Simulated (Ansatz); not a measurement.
# ZnS: the cost of one run

Computed with Ansatz 0.2.0 (DFT r2SCAN, scalar-relativistic, plane waves, PAW, unless a step's input says otherwise).

### 1 The structure to begin with

The structure is cubic, space group F-43m (No. 216). Conventional cell: a = 5.409 Å, b = 5.409 Å, c = 5.409 Å, α = 90.00°, β = 90.00°, γ = 90.00°. Around Zn (site symmetry -43m) lie 4 S at 2.34 Å. S (site symmetry -43m) is surrounded by 4 Zn at 2.34 Å.

Coordinates:

```cif
data_structure
_symmetry_space_group_name_H-M 'P 1'
_symmetry_Int_Tables_number 1
_cell_length_a 3.8250
_cell_length_b 3.8250
_cell_length_c 3.8250
_cell_angle_alpha 60.000
_cell_angle_beta 60.000
_cell_angle_gamma 60.000
_cell_volume 39.57
loop_
_atom_site_label
_atom_site_type_symbol
_atom_site_fract_x
_atom_site_fract_y
_atom_site_fract_z
_atom_site_occupancy
Zn1 Zn 0.00000 0.00000 0.00000 1
S1 S 0.75000 0.75000 0.75000 1
```

The cell is taken as given, not relaxed at this level.

### 2 Zero of energy

Reference values: F = -4233.4491 eV; pressure -0.86 GPa; largest force 0.000 eV/Å; gap on the mesh 2.65 eV. It was computed beforehand with the settings of the runs below.

### 3 Next: a sublattice displacement scan

Every S atom is moved by x along the Cartesian unit vector (0.000, -0.707, -0.707); the cell and all other atoms stay fixed. Forces below are components along that vector, summed over the moved atoms.

### 4 x = -0.100 Å

input.yaml reads:

```yaml
crystal:
  lattice:
    - [0.0, 2.70465, 2.70465]
    - [2.70465, 0.0, 2.70465]
    - [2.70465, 2.70465, 0.0]
  atoms:
    - { symbol: Zn, position: [0.0, 0.0, 0.0] }
    - { symbol: S, position: [0.7761441141, 0.75, 0.75] }
basis:
  ecutwfc: 500
kpoints:
  mp_grid: { grid: [8, 8, 8] }
hamiltonian:
  xc: r2scan
scf:
  occupations: { method: gaussian, width: 0.05 }
output:
  forces: true
  stress: true
  eigenvalues: true
```

The run is started by

```sh
$ ansatz run input.yaml --threads 1 --pin off --max-ram 2560MiB --backend cpu --events-out ev --progress --plain --runs-dir out
```

Q: Estimate wall time and peak memory on 1 thread of Intel Xeon at 2.50GHz (Skylake/Cascade Lake), shared host.

About 27 s, with a peak of 0.55 GiB.
